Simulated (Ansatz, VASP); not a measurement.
## One calculation of Au, two programs

File INCAR:

```
  ALGO = Fast
  EDIFF = 1E-6
  EDIFFG = -0.003
  ENCUT = 600
  GGA = PE
  IBRION = 2
  ISIF = 3
  ISMEAR = 0
  LASPH = T
  LCHARG = F
  LREAL = F
  LWAVE = F
  NELM = 100
  NSW = 80
  PREC = Accurate
  SIGMA = 0.3
```

Contents of KPOINTS:

```
k-points
0
Gamma
  24 24 24
```

POSCAR

```
Au
1.0
    0.0000000000      2.0790000000      2.0790000000
    2.0790000000      0.0000000000      2.0790000000
    2.0790000000      2.0790000000      0.0000000000
Au
1
Direct
    0.0000000000      0.0000000000      0.0000000000
```

Input for Ansatz:

```yaml
crystal:
  lattice:
    - [0.0, 2.079, 2.079]
    - [2.079, 0.0, 2.079]
    - [2.079, 2.079, 0.0]
  atoms:
    - { symbol: Au, position: [0.0, 0.0, 0.0] }
scf:
  occupations: { method: gaussian, width: 0.3 }
output:
  forces: true
  stress: true
  eigenvalues: true
  write_density: true
  write_potential: true
  elf: true
  volumetric_format: npy
hamiltonian:
  xc: pbe
relax:
  f_tol: 0.003
  max_steps: 60
  cell: { stress_tol: 0.02 }
kpoints:
  mp_grid: { grid: [24, 24, 24] }
```

Alike in both runs: task relaxation of cell and atoms; functional PBE; k mesh 24 × 24 × 24; occupations gaussian, width 0.3 eV; no spin polarisation.

```csv
,VASP,Ansatz
version,VASP 6.6.1,Ansatz 0.2.0
potentials or method,"VASP PAW PBE potentials, release 64 (Au)","scalar-relativistic, plane waves, PAW"
plane-wave cutoff (eV),600,420
valence electrons in the cell,11,19
```

VASP gave:

| Property | Result |
| --- | --- |
| gap on the k mesh at the Fermi level, each at its own relaxed structure (eV) | none |
| relaxed volume (Å³/atom) | 17.95 |
| relaxed cell length with the largest relative difference (Å) | 2.939 |

Question: Which values does Ansatz return?

Answer: gap on the k mesh at the Fermi level, each at its own relaxed structure (eV): none; relaxed volume (Å³/atom): 17.97; relaxed cell length with the largest relative difference (Å): 2.940.

A gap of «none» marks a metal or a gap that the smearing closes. The two sets of potentials don't hold the same shells in valence.

The runs have no spin-orbit coupling, so splittings on Au are missing.
